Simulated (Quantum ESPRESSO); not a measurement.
Crystal: SiC (Moissanite 6H).

```
CELL_PARAMETERS angstrom
3.09500 0.00000 0.00000
-1.54750 2.68035 0.00000
0.00000 0.00000 15.17000
ATOMIC_POSITIONS crystal
Si 0.66667 0.33333 0.45830
Si 0.33333 0.66667 0.95830
Si 0.66667 0.33333 0.79170
Si 0.33333 0.66667 0.29170
Si 0.00000 0.00000 0.62500
Si 0.00000 0.00000 0.12500
C 0.66667 0.33333 0.33330
C 0.33333 0.66667 0.83330
C 0.66667 0.33333 0.66670
C 0.33333 0.66667 0.16670
C 0.00000 0.00000 0.50000
C 0.00000 0.00000 0.00000
```

- Program: Quantum ESPRESSO 7.5
- Task: relaxation of cell and atoms
- Functional: PBEsol
- Dispersion: D4
- Potentials or basis: PseudoDojo 0.4.1 SR PBEsol standard
- Cutoff: 1116 eV
- Density cutoff: 4463 eV
- k mesh: 8 × 8 × 2
- Occupations: fermi-dirac, width 0.05 eV
- Spin: no spin polarisation

At the start: pressure -5.5 GPa; volume 10.49 Å³/atom.

Question: How do energy, volume and symmetry change on relaxing?

Answer: Over 8 steps the energy falls by 4.6 meV/atom and the volume is 10.22 Å³/atom (-2.5 %); space group P6_3mc (No. 186, to 0.05 Å).

The path:
| step | energy change (eV) | largest force (eV/Å) | pressure (GPa) | volume (Å³) |
| --- | --- | --- | --- | --- |
| 1 | 0.0000 | 0.1430 | -5.48 | 125.85 |
| 2 | -0.0059 | 0.0759 | -5.22 | 125.68 |
| 3 | -0.0411 | 0.3780 | -2.14 | 123.87 |
| 4 | -0.0481 | 0.3335 | -1.15 | 123.31 |
| 5 | -0.0541 | 0.1023 | 0.00 | 122.67 |
| 6 | -0.0547 | 0.0526 | 0.00 | 122.67 |
| 7 | -0.0550 | 0.0312 | -0.03 | 122.68 |
| 8 | -0.0550 | 0.0097 | -0.02 | 122.68 |

Final structure:
```
CELL_PARAMETERS angstrom
3.06798 0.00000 0.00000
-1.53399 2.65695 0.00000
0.00000 0.00000 15.04996
ATOMIC_POSITIONS crystal
Si 0.66667 0.33333 0.45830
Si 0.33333 0.66667 0.95830
Si 0.66667 0.33333 0.79182
Si 0.33333 0.66667 0.29182
Si 0.00000 0.00000 0.62502
Si 0.00000 0.00000 0.12502
C 0.66667 0.33333 0.33332
C 0.33333 0.66667 0.83332
C 0.66667 0.33333 0.66684
C 0.33333 0.66667 0.16684
C 0.00000 0.00000 0.49969
C 0.00000 0.00000 0.99969
```
